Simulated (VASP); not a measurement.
# ZrB2 (P6/mmm) in VASP: density of states with PBE

Aim: the density of states of ZrB2 with PBE.

Program: VASP 6.6.1. These are calculated values, not measurements. Logs are shortened: lines on timing, memory, paths and dates and some standing lists are left out, and cuts for length are marked.

### Step 1. Starting point

The structure is hexagonal, space group P6/mmm (No. 191). Conventional cell: a = 3.169 Å, b = 3.169 Å, c = 3.540 Å, α = 90.00°, β = 90.00°, γ = 120.00°. Zr (site symmetry 6/mmm) has 12 B at 2.55 Å as nearest neighbours. Around B (site symmetry -6m2) lie 3 B at 1.83 Å.

### Step 2. Density of states, PBE

The input, POSCAR:

```
ZrB2                                    
1.0
    3.1685730803      0.0000000000      0.0000000000
   -1.5842865402      2.7440647813      0.0000000000
    0.0000000000      0.0000000000      3.5404717153
  Zr              B             
     1     2
Direct
     0.0000000000000000    0.0000000000000000    0.0000000000000000
     0.3333333300000021    0.6666666699999979    0.5000000000000000
     0.6666666699999979    0.3333333300000021    0.5000000000000000
```

The input, INCAR.step1:

```
SYSTEM = ZrB2
PREC = Accurate ; ENCUT = 350
EDIFF = 1E-7 ; ISMEAR = 0
SIGMA = 0.1 ; LREAL = .False.
LASPH = .True. ; NELM = 60
ALGO = Normal ; ISIF = 2
LWAVE = .False. ; LCHARG = .True.
LMAXMIX = 4 ; GGA = PE
NBANDS = 16
```

The input, KPOINTS.step1:

```
regular mesh
0
Gamma
  15 15 12
  0 0 0
```

The input, INCAR.step2:

```
SYSTEM = ZrB2
PREC = Accurate ; ENCUT = 350
EDIFF = 1E-7 ; ISMEAR = -5
SIGMA = 0.1 ; LREAL = .False.
LASPH = .True. ; NELM = 60
ALGO = Normal ; ISIF = 2
LWAVE = .False. ; LCHARG = .False.
LMAXMIX = 4 ; GGA = PE
LORBIT = 11 ; NBANDS = 16
NEDOS = 2001 ; ICHARG = 11
```

The input, KPOINTS.step2:

```
regular mesh
0
Gamma
  23 23 18
  0 0 0
```

Potentials or basis: VASP PAW PBE potentials, release 64 (Zr_sv, B).

Started as:

```
> cat potpaw_PBE.64/Zr_sv/POTCAR potpaw_PBE.64/B/POTCAR > POTCAR
> cp INCAR.step1 INCAR
> cp KPOINTS.step1 KPOINTS
> mpirun -np 1 vasp_std > vasp.out
> cp INCAR.step2 INCAR
> cp KPOINTS.step2 KPOINTS
> mpirun -np 1 vasp_std > vasp.out
```

OUTCAR:

```text
SYSTEM = ZrB2
   PREC = Accurate
   ENCUT = 350
   EDIFF = 1E-7
   ISMEAR = -5
   LREAL = .False.
   LASPH = .True.
   NELM = 60
   ISIF = 2
   GGA = PE
   LORBIT = 11
   ICHARG = 11

 ion  position               nearest neighbor table
   1  0.000  0.000  0.000-   2 2.55   3 2.55   2 2.55   3 2.55   3 2.55   3 2.55   2 2.55   2 2.55
                             3 2.55   3 2.55   2 2.55   2 2.55
   2  0.333  0.667  0.500-   3 1.83   3 1.83   3 1.83   1 2.55   1 2.55   1 2.55   1 2.55   1 2.55
                             1 2.55
   3  0.667  0.333  0.500-   2 1.83   2 1.83   2 1.83   1 2.55   1 2.55   1 2.55   1 2.55   1 2.55
                             1 2.55

  LATTYP: Found a hexagonal cell.
 ALAT       =     3.1685730803
 C/A-ratio  =     1.1173710139

  Lattice vectors:

 A1 = (   3.1685730803,   0.0000000000,   0.0000000000)
 A2 = (  -1.5842865402,   2.7440647813,   0.0000000000)
 A3 = (   0.0000000000,   0.0000000000,   3.5404717153)

Analysis of symmetry for initial positions (statically):
=====================================================================
 Subroutine PRICEL returns:
 Original cell was already a primitive cell.

 Routine SETGRP: Setting up the symmetry group for a
 hexagonal supercell.

 Subroutine GETGRP returns: Found 24 space group operations
 (whereof 24 operations were pure point group operations)
 out of a pool of 24 trial point group operations.

The static configuration has the point symmetry D_6h.

Analysis of symmetry for dynamics (positions and initial velocities):
=====================================================================
 Subroutine PRICEL returns:
 Original cell was already a primitive cell.

 Routine SETGRP: Setting up the symmetry group for a
 hexagonal supercell.

 Subroutine GETGRP returns: Found 24 space group operations
 (whereof 24 operations were pure point group operations)
 out of a pool of 24 trial point group operations.

The dynamic configuration has the point symmetry D_6h.

 Subroutine INISYM returns: Found 24 space group operations
 (whereof 24 operations are pure point group operations),
 and found     1 'primitive' translations

----------------------------------------------------------------------------------------

                                     Primitive cell

  volume of cell :      30.7836

  direct lattice vectors                    reciprocal lattice vectors
     3.168573080  0.000000000  0.000000000     0.315599475  0.182211442  0.000000000
    -1.584286540  2.744064781  0.000000000     0.000000000  0.364422883  0.000000000
     0.000000000  0.000000000  3.540471715     0.000000000  0.000000000  0.282448239

  length of vectors
     3.168573080  3.168573080  3.540471715     0.364422883  0.364422883  0.282448239

[... 95 lines left out ...]
   NELECT =      18.0000    total number of electrons
   NUPDOWN=      -1.0000    fix difference up-down
   EMIN   =  10.00;   EMAX   =-10.00  energy-range for DOS
   EFERMI =   0.00;   METHOD = LEGACY
   ISMEAR =    -5;   SIGMA  =   0.10  broadening in eV -4-tet -1-fermi 0-gaus
   EFERMI_NEDOS =   21; number of points for ismear=-14 and -15
   IALGO  =     38    algorithm
   IMIX   =      4    mixing-type and parameters
     AMIX     =   0.40;   BMIX     =  1.00
     AMIX_MAG =   1.60;   BMIX_MAG =  1.00
  volume/ion in A,a.u.               =      10.26        69.25
  Fermi-wavevector in a.u.,A,eV,Ry     =   1.368966  2.586970 25.498234  1.874067
  Thomas-Fermi vector in A             =   2.494883
   LORBIT       =     11    0 simple, 1 ext, 2 COOP (PROOUT), +10 PAW based schemes
   GGA     = PE    functional components
   LHFCALC =     F    Hartree Fock is set to
   AEXX    =    0.0000 exact exchange contribution
   IVDW    =     0    specifies the selected vdW correction
   LEPSILON=     F    determine dielectric tensor
   LRPA    =     F    only Hartree local field effects (RPA)
 non-spin polarized calculation
 Fermi weights with tetrahedron method with Bloechl corrections
  energy-cutoff  :      350.00
  volume of cell :       30.78
 maximum number of plane-waves:       470
 NGX is ok and might be reduce to    20

 number of electron      18.0000000 magnetization

 Free energy of the ion-electron system (eV)
  ---------------------------------------------------
  ext. energy  EPLUGINS =         0.00000000
  ---------------------------------------------------
  free energy    TOTEN  =       -24.97227730 eV

  energy without entropy =      -24.97227730  energy(sigma->0) =      -24.97227730

 E-fermi :  10.6010     XC(G=0): -12.4371

 val. band max:       10.6064635507   @ k =   0.0870   0.0435   0.3333
 cond. band min:      10.5065723076   @ k =   0.1739   0.1304   0.1667
 fundamental gap:     -0.0998912431
 Fermi energy:        10.6009701441

 k-point     1 :       0.0000    0.0000    0.0000
  band No.  band energies     occupation
      1     -38.1199      2.00000
      2     -16.3129      2.00000
      3     -15.7550      2.00000
      4     -15.7550      2.00000
      5      -2.2094      2.00000
      6       7.9032      2.00000
[... 433 lines left out ...]
      3     -15.9579      2.00000
      4     -15.8043      2.00000
      5      -1.7656      2.00000
      6       6.7836      2.00000
[... 8 lines left out ...]
     15      17.0043      0.00000
     16      17.2964      0.00000

 [... further k-points ...]
[... 5 lines left out ...]
  --------------------------------------------------------------------------------------
  -------------------------------------------------------------------------------------
  Total        0.0143167      0.0143167     -0.0006350     -0.0000000     -0.0000000     -0.0000000
  in kB        0.7451362      0.7451362     -0.0330479     -0.0000000     -0.0000000     -0.0000000
  external PRESSURE =       0.4857415 kB  Pullay stress =       0.0000000 kB

 VOLUME and BASIS-vectors are now :
 -----------------------------------------------------------------------------
  energy-cutoff  :      350.00
  volume of cell :       30.78
      direct lattice vectors                 reciprocal lattice vectors
     3.168573080  0.000000000  0.000000000     0.315599475  0.182211442  0.000000000
    -1.584286540  2.744064781  0.000000000     0.000000000  0.364422883  0.000000000
     0.000000000  0.000000000  3.540471715     0.000000000  0.000000000  0.282448239

 POSITION                                       TOTAL-FORCE (eV/Angst)
 -----------------------------------------------------------------------------------
      0.00000      0.00000      0.00000         0.000000      0.000000      0.000000
     -0.00000      1.82938      1.77024         0.000000      0.000000     -0.000000
      1.58429      0.91469      1.77024        -0.000000      0.000000      0.000000
 -----------------------------------------------------------------------------------
    total drift:                                0.000000      0.000000      0.000000

  FREE ENERGIE OF THE ION-ELECTRON SYSTEM (eV)
  ---------------------------------------------------
  free  energy   TOTEN  =       -24.9722772989 eV

  energy  without entropy=      -24.9722772989  energy(sigma->0) =      -24.97227730

 total charge

# of ion       s       p       d       tot
------------------------------------------
    1        2.167   6.030   1.769   9.965
    2        0.667   1.242   0.000   1.909
    3        0.667   1.242   0.000   1.909
--------------------------------------------------
tot          3.500   8.513   1.769  13.782
```

OSZICAR.step1:

```text
N       E                     dE             d eps       ncg     rms          rms(c)
DAV:   1     0.717604086975E+02    0.71760E+02   -0.76276E+03  6048   0.832E+02
DAV:   2    -0.249918203060E+02   -0.96752E+02   -0.93730E+02  8064   0.240E+02
DAV:   3    -0.276198798144E+02   -0.26281E+01   -0.26177E+01  8728   0.343E+01
DAV:   4    -0.276602860371E+02   -0.40406E-01   -0.40400E-01  7752   0.398E+00
DAV:   5    -0.276613671340E+02   -0.10811E-02   -0.10811E-02  8912   0.432E-01    0.215E+01
DAV:   6    -0.250222377696E+02    0.26391E+01   -0.58953E+00  7776   0.159E+01    0.865E+00
DAV:   7    -0.249754936026E+02    0.46744E-01   -0.58198E-01  8288   0.474E+00    0.322E+00
DAV:   8    -0.249778206933E+02   -0.23271E-02   -0.91489E-02  7144   0.235E+00    0.371E-01
DAV:   9    -0.249739153540E+02    0.39053E-02   -0.17905E-02  7448   0.960E-01    0.192E-01
DAV:  10    -0.249736743663E+02    0.24099E-03   -0.14931E-03  7040   0.346E-01    0.390E-02
DAV:  11    -0.249736740509E+02    0.31535E-06   -0.53064E-05  7720   0.651E-02    0.118E-02
DAV:  12    -0.249736720230E+02    0.20280E-05   -0.28164E-06  7664   0.131E-02    0.592E-03
DAV:  13    -0.249736701865E+02    0.18364E-05   -0.38629E-07  8384   0.544E-03    0.154E-03
DAV:  14    -0.249736705110E+02   -0.32448E-06   -0.21866E-08  3600   0.140E-03    0.488E-04
DAV:  15    -0.249736703687E+02    0.14230E-06   -0.62873E-09  3392   0.764E-04    0.104E-04
DAV:  16    -0.249736703856E+02   -0.16860E-07   -0.83015E-10  3288   0.244E-04
   1 F= -.24973670E+02 E0= -.24973119E+02  d E =-.110215E-02
```

Wall time 80 s (1 thread of Intel Xeon Platinum 8488C (Sapphire Rapids), shared host); peak memory 0.27 GiB.

Results:

| Property | Result |
| --- | --- |
| Valence electrons inside the program's atomic spheres | Zr 9.96; B 1.91 |

States per cell in windows of 1 eV (zero at the Fermi level; states under -8 eV left out):
```
from (eV)  total  Zr1_d  B2_p  B3_p  B2_s  B3_s  Zr1_s
     -8.0   0.65   0.05  0.07  0.07  0.09  0.09   0.01
     -7.0   0.56   0.05  0.08  0.08  0.05  0.05   0.02
     -6.0   0.80   0.08  0.14  0.14  0.03  0.03   0.04
     -5.0   1.26   0.17  0.24  0.24  0.02  0.02   0.03
     -4.0   2.02   0.40  0.34  0.34  0.01  0.01   0.02
     -3.0   1.52   0.43  0.20  0.20  0.00  0.00   0.00
     -2.0   0.76   0.33  0.06  0.06  0.00  0.00   0.00
     -1.0   0.25   0.13  0.02  0.02  0.00  0.00   0.00
      0.0   0.54   0.27  0.04  0.04  0.00  0.00   0.00
      1.0   1.15   0.56  0.09  0.09  0.01  0.01   0.00
      2.0   1.27   0.73  0.07  0.07  0.01  0.01   0.01
      3.0   1.58   0.95  0.09  0.09  0.02  0.02   0.01
      4.0   1.88   1.19  0.09  0.09  0.04  0.04   0.02
      5.0   1.39   0.69  0.11  0.11  0.05  0.05   0.02
      6.0   1.75   0.68  0.17  0.17  0.08  0.08   0.05
      7.0   1.43   0.41  0.15  0.15  0.09  0.09   0.07
```

Caveat: the cutoff is under 1.25 times the usual one of these potentials, so pressure, stress and relaxed cells hold a basis-set (Pulay) error; tetrahedron occupations give inexact forces and stress in metals.
